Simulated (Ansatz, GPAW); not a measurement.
# Geometry or basis: what sets the conductance of CN in line between two Rh chains

Aim: the conductance of CN in line between two Rh chains after relaxation, and whether geometry, basis or functional moves it most.

Program: GPAW 26.7.0 and Ansatz 0.2.0. Level of theory: Ansatz plane waves; relaxation of the junction with the lead ends held; PAW set soft_1, in the first sound run; inputs show where later runs differ. Results are calculated unless marked as measured.

## (1) Starting point

The cell holds 18 atoms: 16 Rh, 1 C and 1 N. Its edges and angles: a = 9.000 Å, b = 9.000 Å, c = 39.187 Å, α = 90.0°, β = 90.0°, γ = 90.0°. Regions: left lead, 8 atoms (8 Rh); channel, 2 atoms (1 C and 1 N); right lead, 8 atoms (8 Rh). Vacuum lies along a and b. The structure is stacked along c, and the current runs across the ab planes.

## (2) Relaxation

Transmission follows bond lengths closely, so the atoms between the held lead ends are relaxed first, from a slightly shaken start that lets symmetry break.

The input, input.yaml:

```yaml
crystal:
  lattice:
    - [9.0, 0.0, 0.0]
    - [0.0, 9.0, 0.0]
    - [0.0, 0.0, 39.1873]
  atoms:
    - { symbol: Rh, position: [0.5, 0.5, 0.0293462423] }
    - { symbol: Rh, position: [0.5, 0.5, 0.0880387268] }
    - { symbol: Rh, position: [0.5, 0.5, 0.1467312114] }
    - { symbol: Rh, position: [0.5, 0.5, 0.2054236959] }
    - { symbol: Rh, position: [0.5, 0.5, 0.2641161805] }
    - { symbol: Rh, position: [0.5, 0.5, 0.3228086651] }
    - { symbol: Rh, position: [0.4985588666, 0.4962330108, 0.3820170134] }
    - { symbol: Rh, position: [0.4963072847, 0.5067130519, 0.440901092] }
    - { symbol: C, position: [0.4988024569, 0.5019017191, 0.4864853581] }
    - { symbol: "N", position: [0.5094465647, 0.4969224511, 0.5161787674] }
    - { symbol: Rh, position: [0.5017258021, 0.4990681632, 0.5606425027] }
    - { symbol: Rh, position: [0.5016892477, 0.5035874695, 0.6180962462] }
    - { symbol: Rh, position: [0.5, 0.5, 0.6771913349] }
    - { symbol: Rh, position: [0.5, 0.5, 0.7358838195] }
    - { symbol: Rh, position: [0.5, 0.5, 0.7945763041] }
    - { symbol: Rh, position: [0.5, 0.5, 0.8532687886] }
    - { symbol: Rh, position: [0.5, 0.5, 0.9119612732] }
    - { symbol: Rh, position: [0.5, 0.5, 0.9706537577] }
kpoints:
  mp_grid: { grid: [1, 1, 2] }
hamiltonian:
  xc: pbe
  pseudopotentials: { kind: paw, azcp: { folder: soft_1 } }
scf:
  occupations: { method: fermi_dirac, width: 0.1 }
relax:
  f_tol: 0.03
  max_steps: 80
  constraints: [{ sites: [0, 1, 2, 3, 4, 5, 12, 13, 14, 15, 16, 17] }]
```

Started as:

```sh
ansatz run input.yaml --threads 4 --pin off --max-ram 8192MiB --backend cpu --events-out ev --progress --plain --runs-dir out
```

Numbers of over 12 decimals in the logs are rounded to 6 here.

The program printed:

```text
Engine: ansatz 0.2.0, aarch64-unknown-linux-gnu
Pseudopotentials: kind: paw
Pseudopotential: Rh, paw, valence charge 17, recommended cutoff 420 eV (normal), soft_1/Rh.paw.azcp
Pseudopotential: C, paw, valence charge 4, recommended cutoff 420 eV (normal), soft_1/C.paw.azcp
Pseudopotential: N, paw, valence charge 5, recommended cutoff 420 eV (normal), soft_1/N.paw.azcp
Functional definition: PBE
  parameter kappa = 0.804
  parameter beta = 0.066725
  exchange = pbe_x(kappa = kappa, mu = beta*pi^2/3)
  correlation = pbe_c(beta = beta)
Crystal: 18 atoms, lattice volume = 3174.171 Å³
Basis set: ecut = 420 eV, 61927 PW (Γ), exchange–correlation on 128×128×540 points (8 copies of the dense FFT grid, shifted against one another)
Bands: 169, of which v1, the nominal top of the filled ones, is band 141 counted from 1 (140 counted from 0)
Symmetry: 1 space group operations
Space group: P1 (ITA 1), of the structure as read, at distance tolerance 1.5e-4 Å
k-points: 2
Non-local potential: Rh, projectors of the file, l = 0: 3, l = 1: 2, l = 2: 2, l = 3: 1
Non-local potential: C, projectors of the file, l = 0: 2, l = 1: 2, l = 2: 1
Non-local potential: N, projectors of the file, l = 0: 2, l = 1: 2, l = 2: 1
PAW form: soft (Blöchl's): semilocal exchange-correlation on the pseudo side does not see the compensation charge
PAW one-centre angular grid: Rh, 590 points (default); XC on 64 Gauss nodes
PAW one-centre angular grid: C, 110 points (default); XC on 64 Gauss nodes
PAW one-centre angular grid: N, 110 points (default); XC on 64 Gauss nodes
Initial density: superposition of atomic densities (neutral atoms: chi_scale 0, normalization atom)
Initial wavefunctions: pseudopotential atomic-orbital guess
Functional: x = pbe(κ = 0.804, μ = 0.219515), c = pbe(β = 0.066725)
SCF iter   1: F=—  HF=-103034.484963 eV  |F-HF|=—  |Δ(HF+E_count)|=         —  Δρ=2.99e-2  dr2=2.71e1  ethr=3.10e-3  ⟨swp⟩=6.0  Hψ=1247  notcnv=0
preconditioner: auto → LDOS  [metal: Δε(μ)=0.003 eV  Ē_g=3.645 eV  σ=0.100 eV  W_gap=0.01  n_scr=330 (ndim 8)  ℏωp=8.1 eV  f_vac=0.752  D(μ)=32.17/eV (n_scr^D=120)  β→1.0]
SCF iter   2: F=—  HF=-103030.186566 eV  |F-HF|=—  |Δ(HF+E_count)|=    4.30e0  Δρ=1.86e-2  dr2=7.15e0  ethr=3.10e-3  ⟨swp⟩=3.0  Hψ=928  notcnv=0  defer=4
SCF iter   3: F=—  HF=-103028.886831 eV  |F-HF|=—  |Δ(HF+E_count)|=    1.30e0  Δρ=5.69e-3  dr2=9.69e-1  ethr=2.54e-3  ⟨swp⟩=2.0  Hψ=566  notcnv=0  defer=6
SCF iter   4: F=—  HF=-103028.718042 eV  |F-HF|=—  |Δ(HF+E_count)|=   1.69e-1  Δρ=1.25e-3  dr2=7.89e-2  ethr=3.45e-4  ⟨swp⟩=2.0  Hψ=675  notcnv=0  defer=6
SCF iter   5: F=—  HF=-103028.714733 eV  |F-HF|=—  |Δ(HF+E_count)|=   3.31e-3  Δρ=5.76e-4  dr2=2.09e-2  ethr=2.81e-5  ⟨swp⟩=2.0  Hψ=531  notcnv=0  defer=6
SCF iter   6: F=—  HF=-103028.715341 eV  |F-HF|=—  |Δ(HF+E_count)|=   6.08e-4  Δρ=2.53e-4  dr2=4.64e-3  ethr=7.44e-6  ⟨swp⟩=2.0  Hψ=381  notcnv=0  defer=6
SCF iter   7: F=—  HF=-103028.715359 eV  |F-HF|=—  |Δ(HF+E_count)|=   1.80e-5  Δρ=1.21e-4  dr2=1.16e-3  ethr=1.65e-6  ⟨swp⟩=1.0  Hψ=336  notcnv=0  defer=6
SCF iter   8: F=—  HF=-103028.715402 eV  |F-HF|=—  |Δ(HF+E_count)|=   4.24e-5  Δρ=4.40e-5  dr2=9.81e-5  ethr=4.12e-7  ⟨swp⟩=1.5  Hψ=333  notcnv=0  defer=6
SCF iter   9: F=—  HF=-103028.715414 eV  |F-HF|=—  |Δ(HF+E_count)|=   1.22e-5  Δρ=2.18e-5  dr2=3.03e-5  ethr=8.01e-9  ⟨swp⟩=5.0  Hψ=1050  notcnv=0
SCF iter  10: F=-103028.715410 eV  HF=-103028.715415 eV  |F-HF|=5.03e-6  |Δ(HF+E_count)|=   1.32e-6  Δρ=1.00e-5  dr2=5.79e-6  ethr=8.01e-9  ⟨swp⟩=4.0  Hψ=928  notcnv=0
SCF 1 converged in 10 iterations: F = -103028.715410 eV  dr2 = 5.79e-6
  greatest PAW one-centre occupation: 1.000 electrons in one spin orbital (limit 2), on the Rh atom at site 5 (counted from 0), in its partial waves of l = 0
relax step   1: F+E_penalty+E_count = -103028.71541023 eV  Δ(F+E_penalty+E_count) = +0.000e0 eV  max|allowed force component| = 4.938e0 eV/Å  Δτ_max = 0.0000 Å  (10 SCF iters, dr2 threshold 2.25e-5 eV, accepted)
Initial density: handed on by an earlier stage of this run
Initial wavefunctions: those handed on with the density
iter 1 solved again at ethr=1.35e-4 eV; its pass at ethr=3.10e-3 eV (dr2=3.80e-1 eV) is discarded
SCF iter   1: F=—  HF=-103029.333873 eV  |F-HF|=—  |Δ(HF+E_count)|=         —  Δρ=4.57e-3  dr2=3.79e-1  ethr=1.35e-4  ⟨swp⟩=1.0  Hψ=1304  notcnv=0  defer=6
preconditioner: auto → LDOS  [metal: Δε(μ)=0.115 eV  Ē_g=3.498 eV  σ=0.100 eV  W_gap=0.27  n_scr=330 (ndim 8)  ℏωp=8.1 eV  f_vac=0.772  D(μ)=46.39/eV (n_scr^D=248)  β→1.0]
SCF iter   2: F=—  HF=-103029.287058 eV  |F-HF|=—  |Δ(HF+E_count)|=   4.68e-2  Δρ=2.17e-3  dr2=1.25e-1  ethr=1.35e-4  ⟨swp⟩=2.0  Hψ=631  notcnv=0  defer=6
SCF iter   3: F=—  HF=-103029.265141 eV  |F-HF|=—  |Δ(HF+E_count)|=   2.19e-2  Δρ=7.39e-4  dr2=2.77e-2  ethr=4.44e-5  ⟨swp⟩=2.0  Hψ=587  notcnv=0  defer=6
SCF iter   4: F=—  HF=-103029.264004 eV  |F-HF|=—  |Δ(HF+E_count)|=   1.14e-3  Δρ=1.70e-4  dr2=1.76e-3  ethr=9.86e-6  ⟨swp⟩=1.0  Hψ=364  notcnv=0  defer=6
SCF iter   5: F=—  HF=-103029.263988 eV  |F-HF|=—  |Δ(HF+E_count)|=   1.64e-5  Δρ=7.73e-5  dr2=3.16e-4  ethr=6.26e-7  ⟨swp⟩=2.0  Hψ=459  notcnv=0  defer=6
SCF iter   6: F=-103029.263974 eV  HF=-103029.263998 eV  |F-HF|=2.39e-5  |Δ(HF+E_count)|=   1.06e-5  Δρ=2.59e-5  dr2=3.28e-5  ethr=3.56e-8  ⟨swp⟩=4.0  Hψ=1121  notcnv=0
SCF 2 converged in 6 iterations: F = -103029.263974 eV  dr2 = 3.28e-5
  greatest PAW one-centre occupation: 1.000 electrons in one spin orbital (limit 2), on the Rh atom at site 11 (counted from 0), in its partial waves of l = 0
relax step   2: F+E_penalty+E_count = -103029.26397448 eV  Δ(F+E_penalty+E_count) = -5.486e-1 eV  max|allowed force component| = 2.366e0 eV/Å  Δτ_max = 0.1188 Å  (6 SCF iters, dr2 threshold 1.00e-4 eV, accepted)
SCF iter   1: F=—  HF=-103029.676220 eV  |F-HF|=—  |Δ(HF+E_count)|=         —  Δρ=4.96e-3  dr2=5.19e-1  ethr=2.60e-3  ⟨swp⟩=4.0  Hψ=926  notcnv=0  defer=1
preconditioner: auto → LDOS  [metal: Δε(μ)=0.072 eV  Ē_g=3.512 eV  σ=0.100 eV  W_gap=0.18  n_scr=330 (ndim 8)  ℏωp=8.1 eV  f_vac=0.772  D(μ)=44.99/eV (n_scr^D=222)  β→1.0]
SCF iter   2: F=—  HF=-103029.647968 eV  |F-HF|=—  |Δ(HF+E_count)|=   2.83e-2  Δρ=2.88e-3  dr2=2.21e-1  ethr=1.85e-4  ⟨swp⟩=2.0  Hψ=699  notcnv=0  defer=7
SCF iter   3: F=—  HF=-103029.600026 eV  |F-HF|=—  |Δ(HF+E_count)|=   4.79e-2  Δρ=8.93e-4  dr2=3.97e-2  ethr=7.87e-5  ⟨swp⟩=2.0  Hψ=626  notcnv=0  defer=7
SCF iter   4: F=—  HF=-103029.597798 eV  |F-HF|=—  |Δ(HF+E_count)|=   2.23e-3  Δρ=2.54e-4  dr2=3.56e-3  ethr=1.41e-5  ⟨swp⟩=2.0  Hψ=338  notcnv=0  defer=6
SCF iter   5: F=—  HF=-103029.597563 eV  |F-HF|=—  |Δ(HF+E_count)|=   2.35e-4  Δρ=1.09e-4  dr2=7.50e-4  ethr=1.27e-6  ⟨swp⟩=2.0  Hψ=470  notcnv=0  defer=6
SCF iter   6: F=—  HF=-103029.597579 eV  |F-HF|=—  |Δ(HF+E_count)|=   1.61e-5  Δρ=5.29e-5  dr2=1.75e-4  ethr=2.67e-7  ⟨swp⟩=1.0  Hψ=331  notcnv=0  defer=6
SCF iter   7: F=-103029.597543 eV  HF=-103029.597579 eV  |F-HF|=3.54e-5  |Δ(HF+E_count)|=   4.96e-8  Δρ=2.41e-5  dr2=4.11e-5  ethr=3.56e-8  ⟨swp⟩=3.5  Hψ=1098  notcnv=0
SCF 3 converged in 7 iterations: F = -103029.597543 eV  dr2 = 4.11e-5
relax step   3: F+E_penalty+E_count = -103029.59754341 eV  Δ(F+E_penalty+E_count) = -3.336e-1 eV  max|allowed force component| = 2.038e0 eV/Å  Δτ_max = 0.1947 Å  (7 SCF iters, dr2 threshold 1.00e-4 eV, accepted)
[... from here on, the SCF cycles and remarks between the steps are left out ...]
relax step   4: F+E_penalty+E_count = -103029.79791975 eV  Δ(F+E_penalty+E_count) = -2.004e-1 eV  max|allowed force component| = 6.542e-1 eV/Å  Δτ_max = 0.1950 Å  (7 SCF iters, dr2 threshold 1.00e-4 eV, accepted)
relax step   5: F+E_penalty+E_count = -103029.88374219 eV  Δ(F+E_penalty+E_count) = -8.582e-2 eV  max|allowed force component| = 2.571e-1 eV/Å  Δτ_max = 0.1999 Å  (8 SCF iters, dr2 threshold 4.41e-5 eV, accepted)
relax step   6: F+E_penalty+E_count = -103029.90816937 eV  Δ(F+E_penalty+E_count) = -2.443e-2 eV  max|allowed force component| = 1.468e-1 eV/Å  Δτ_max = 0.1693 Å  (8 SCF iters, dr2 threshold 6.81e-6 eV, accepted)
relax step   7: F+E_penalty+E_count = -103029.91121912 eV  Δ(F+E_penalty+E_count) = -3.050e-3 eV  max|allowed force component| = 2.806e-2 eV/Å  Δτ_max = 0.0613 Å  (8 SCF iters, dr2 threshold 3.33e-6 eV, accepted)
relax step   8: F+E_penalty+E_count = -103029.91121937 eV  Δ(F+E_penalty+E_count) = -2.499e-7 eV  max|allowed force component| = 2.809e-2 eV/Å  Δτ_max = 0.0000 Å  (3 SCF iters, accepted)
relax step   9: F+E_penalty+E_count = -103029.91124692 eV  Δ(F+E_penalty+E_count) = -2.756e-5 eV  max|allowed force component| = 6.779e-2 eV/Å  Δτ_max = 0.0980 Å  (10 SCF iters, accepted)
relax step  10: F+E_penalty+E_count = -103029.91081883 eV  Δ(F+E_penalty+E_count) = +4.281e-4 eV  max|allowed force component| = 8.070e-2 eV/Å  Δτ_max = 0.1017 Å  (8 SCF iters, dr2 threshold 4.60e-6 eV, rejected (line search))
SCF iter   1: F=—  HF=-103029.919087 eV  |F-HF|=—  |Δ(HF+E_count)|=         —  Δρ=1.45e-3  dr2=6.51e-2  ethr=2.52e-4  ⟨swp⟩=3.0  Hψ=693  notcnv=0  defer=6
preconditioner: auto → LDOS  [metal: Δε(μ)=0.077 eV  Ē_g=3.448 eV  σ=0.100 eV  W_gap=0.19  n_scr=330 (ndim 8)  ℏωp=8.1 eV  f_vac=0.771  D(μ)=46.81/eV (n_scr^D=248)  β→1.0]
SCF iter   2: F=—  HF=-103029.915209 eV  |F-HF|=—  |Δ(HF+E_count)|=   3.88e-3  Δρ=7.80e-4  dr2=1.86e-2  ethr=2.32e-5  ⟨swp⟩=2.0  Hψ=677  notcnv=0  defer=6
SCF iter   3: F=—  HF=-103029.911088 eV  |F-HF|=—  |Δ(HF+E_count)|=   4.12e-3  Δρ=1.92e-4  dr2=1.50e-3  ethr=6.62e-6  ⟨swp⟩=2.0  Hψ=620  notcnv=0  defer=6
SCF iter   4: F=—  HF=-103029.910969 eV  |F-HF|=—  |Δ(HF+E_count)|=   1.20e-4  Δρ=6.56e-5  dr2=2.08e-4  ethr=5.33e-7  ⟨swp⟩=2.0  Hψ=554  notcnv=0  defer=6
SCF iter   5: F=—  HF=-103029.910949 eV  |F-HF|=—  |Δ(HF+E_count)|=   2.00e-5  Δρ=3.27e-5  dr2=5.64e-5  ethr=7.42e-8  ⟨swp⟩=2.0  Hψ=338  notcnv=0  defer=6
SCF iter   6: F=—  HF=-103029.911968 eV  |F-HF|=—  |Δ(HF+E_count)|=   1.02e-3  Δρ=1.58e-5  dr2=1.46e-5  ethr=2.01e-8  ⟨swp⟩=2.0  Hψ=465  notcnv=0  defer=6
SCF iter   7: F=—  HF=-103029.911969 eV  |F-HF|=—  |Δ(HF+E_count)|=   3.76e-7  Δρ=7.93e-6  dr2=4.13e-6  ethr=5.20e-9  ⟨swp⟩=1.0  Hψ=332  notcnv=0  defer=6
SCF iter   8: F=—  HF=-103029.911969 eV  |F-HF|=—  |Δ(HF+E_count)|=   1.19e-7  Δρ=2.23e-6  dr2=2.33e-7  ethr=1.47e-9  ⟨swp⟩=1.0  Hψ=332  notcnv=0  defer=6
SCF iter   9: F=-103029.911969 eV  HF=-103029.911969 eV  |F-HF|=1.82e-8  |Δ(HF+E_count)|=   1.98e-8  Δρ=1.03e-6  dr2=5.87e-8  ethr=3.56e-11  ⟨swp⟩=4.0  Hψ=1087  notcnv=0
SCF 11 converged in 9 iterations: F = -103029.911969 eV  dr2 = 5.87e-8
relax step  11: F+E_penalty+E_count = -103029.91196869 eV  Δ(F+E_penalty+E_count) = -7.218e-4 eV  max|allowed force component| = 2.820e-2 eV/Å  Δτ_max = 0.0508 Å  (9 SCF iters, accepted)
NSCF: frozen V_eff on 2 k-points
the band table was solved once a step of the walk had ended and its energy, with any forces and stress, was formed, with the checks that follow a solve (1421 applications of the Hamiltonian). They found nothing against the state; the energy, forces and stress were not computed again (output.eigenvalues in the input reference)
SCF converged after 9 iterations
Free energy (F): -103029.911969 eV
Harris-Foulkes:  -103029.911969 eV  (|F-HF|=1.82e-8)
Internal energy: -103028.351765 eV  (E = F + TS)
E sigma→0 (E₀):  -103029.131867 eV
Entropy (-TS):   -1.560204 eV (-86.678 meV/atom)
Fermi energy:    -3.305953 eV
--- Per-component energies (eV) ---
  E_band       = -8106.516550
  E_kinetic    = 8774.985665
  E_local      = -95106.109916  (includes V_loc(G=0)·N_el)
  E_nonlocal   = 4917.290637
  E_hartree    = 41042.430237
  E_xc         = -3264.791387
  E_vxc        = -4085.653928  (∫ρ·V_xc dr)
  E_paw        = -57911.556212  (= ΣΔE_a)
  E_vpaw       = -4691.890077  (= ΣTr[D̂ρ^β])
  E_aug_tail   = 0.002409  (compensation charges beyond the density's cutoff)
  E_ewald      = -1480.603198
  E_smearing   = -1.560204  (= −TS)
  E_closure    = 0.000000  (closes the sum)
  Σ components = -103029.911969   (vs F -103029.911969, Δ=0.00e0)
--- Forces (eV/Å), atoms counted from 1 ---
  atom   1  Rh    -0.00073914    -0.00188192     0.14667759
  atom   2  Rh     0.00042883    -0.00056442    -0.08481366
  atom   3  Rh    -0.00003451     0.00342761    -0.01022426
  atom   4  Rh    -0.00633792     0.02181037    -0.17248681
  atom   5  Rh     0.02287743    -0.10684662     0.32029287
  atom   6  Rh    -0.01644415     0.09876322     0.00827301
  atom   7  Rh     0.00036912    -0.00380582     0.00274066
  atom   8  Rh    -0.00198447     0.00015740     0.01569492
  atom   9  C      0.00362549     0.01628721    -0.02820034
  atom  10  N      0.00016833     0.00016174     0.00011588
  atom  11  Rh    -0.00300352    -0.01147581     0.01816642
  atom  12  Rh    -0.00120499    -0.00101651    -0.00242477
  atom  13  Rh    -0.02090994    -0.12612623    -0.34031581
  atom  14  Rh     0.02977271     0.14307000    -0.00027474
  atom  15  Rh    -0.00698827    -0.02594297     0.32863619
  atom  16  Rh    -0.00017716    -0.00514374    -0.12602253
  atom  17  Rh     0.00004507    -0.00148550    -0.04902762
  atom  18  Rh     0.00055363     0.00055725    -0.02680873
  max |Σ_I F_I| component: 5.47e-5 eV/Å
--- Band table (eV) ---
  k-point 0: bands = [... 137 lower, -3.4366, -3.4261, -3.4094, -3.4078, -3.3205, -3.2432, -3.1402, -3.1002, ... 24 higher]
  k-point 1: bands = [... 137 lower, -3.4105, -3.4102, -3.4010, -3.3898, -3.3498, -3.2414, -3.1983, -3.1042, ... 24 higher]
--- Relaxed structure (11 steps of the walk, 10 accepted, 0 SCFs on fresh bases) ---
  F+E_penalty+E_count = -103029.91196869 eV   max|allowed force component| = 2.820e-2 eV/Å
  atoms:
    - { symbol: Rh, position: [0.5, 0.5, 0.0293462423] }
    - { symbol: Rh, position: [0.5, 0.5, 0.0880387268] }
    - { symbol: Rh, position: [0.5, 0.5, 0.1467312114] }
    - { symbol: Rh, position: [0.5, 0.5, 0.2054236959] }
    - { symbol: Rh, position: [0.5, 0.5, 0.2641161805] }
    - { symbol: Rh, position: [0.5, 0.5, 0.322809] }
    - { symbol: Rh, position: [0.508368, 0.461985, 0.380000] }
    - { symbol: Rh, position: [0.491308, 0.573472, 0.433494] }
    - { symbol: C, position: [0.499909, 0.517131, 0.481716] }
    - { symbol: N, position: [0.502144, 0.501910, 0.511942] }
    - { symbol: Rh, position: [0.500369, 0.477426, 0.564016] }
    - { symbol: Rh, position: [0.507936, 0.536316, 0.619909] }
    - { symbol: Rh, position: [0.5, 0.5, 0.6771913349] }
    - { symbol: Rh, position: [0.5, 0.5, 0.7358838195] }
    - { symbol: Rh, position: [0.5, 0.5, 0.7945763041] }
    - { symbol: Rh, position: [0.5, 0.5, 0.8532687886] }
    - { symbol: Rh, position: [0.5, 0.5, 0.911961] }
    - { symbol: Rh, position: [0.5, 0.5, 0.970654] }
```

It took 3.2 min on 4 threads of Arm Neoverse V1, shared host; peak memory 4.7 GiB.

This run has no spin polarisation although its electron count is odd.

Step by step:

```csv
step,energy less that of the first step (eV),largest force component (eV/Å)
1,0.0000,4.9377
2,-0.5486,2.3661
3,-0.8821,2.0380
4,-1.0825,0.6542
5,-1.1683,0.2571
6,-1.1928,0.1468
7,-1.1958,0.0281
8,-1.1958,0.0281
9,-1.1958,0.0678
10,-1.1954,0.0807
11,-1.1966,0.0282
```

Relaxation step 10 was tried and not accepted.

The atoms that moved most (Å):

```
atom      dx      dy      dz  length
 Rh8  -0.045   0.601  -0.290   0.669
 Rh7   0.088  -0.308  -0.079   0.330
Rh12   0.056   0.295   0.071   0.308
Rh11  -0.012  -0.195   0.132   0.236
  C9   0.010   0.137  -0.187   0.232
 N10  -0.066   0.045  -0.166   0.184
```

Numbers from this step:

```yaml
free_energy: -103029.9120 eV
smearing_term_ts: 1.560 eV
symmetry_operations: 1
```

The relaxation lowered the energy of the cell by 1.20 eV.

[end of part 1 of 4]

[Logs are printed without paths, hosts, clocks, repeated set-up lines and the standing remarks that a program may print on its own settings, such as how far it seeks lower states.]

[Hosts, paths, dates, database ids (printed as entryN), source tags and the programs' standing remarks are cut or masked in the printed files.]
